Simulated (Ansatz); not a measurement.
ZnO, DFT, PBE, all-electron LAPW, scalar-relativistic (Ansatz 0.2.0), run on 1 thread of Intel(R) Xeon(R) 6975P-C (Granite Rapids) on a shared host.

The cell is a measured one (Crystallography Open Database entry 9004178); the temperature and pressure of the measurement aren't taken into account, and nothing was relaxed. The listed cell was then made from it by scaling, straining or moving an atom.

Command: `ansatz run input.yaml --threads 1 --pin off --max-ram 4096MiB --backend cpu --events-out ev --progress --plain --runs-dir out`

```yaml
crystal:
  lattice:
    - [3.2493987239, 0.0, 0.0]
    - [-1.6246993619, 2.8140618419, 0.0]
    - [0.0, 0.0, 5.307876]
  atoms:
    - { symbol: Zn, position: [0.3333333333, 0.6666666667, 0.0] }
    - { symbol: Zn, position: [0.6666666667, 0.3333333333, 0.5] }
    - { symbol: O, position: [0.3333333333, 0.6666666667, 0.3821] }
    - { symbol: O, position: [0.6666666667, 0.3333333333, 0.8821] }
kpoints:
  mp_grid: { grid: [11, 11, 6] }
  band_path:
    path:
      - [0.0, 0.0, 0.0]
      - [0.5, 0.0, 0.0]
      - [0.3333333333, 0.3333333333, 0.0]
      - [0.0, 0.0, 0.0]
      - [0.0, 0.0, 0.5]
      - [0.5, 0.0, 0.5]
      - [0.3333333333, 0.3333333333, 0.5]
      - [0.0, 0.0, 0.5]
      - [0.5, 0.0, 0.5]
    npoints: 5
scf:
  occupations: { method: fermi_dirac, width: 0.02 }
hamiltonian:
  xc: pbe
  pseudopotentials: { kind: all_electron, lapw: { basis_error: 0.0005 } }
output:
  forces: true
  stress: true
  eigenvalues: true
```

Q: How large is the problem that the program sets up?

A: 64 irreducible k-points, 1099 plane waves at Γ, 34 bands.

Q: About how long does it take, and how much memory does it use?

A: 48 s of wall time for 9 SCF iterations, with a peak of 0.59 GiB. Times on shared machines scatter by tens of per cent.
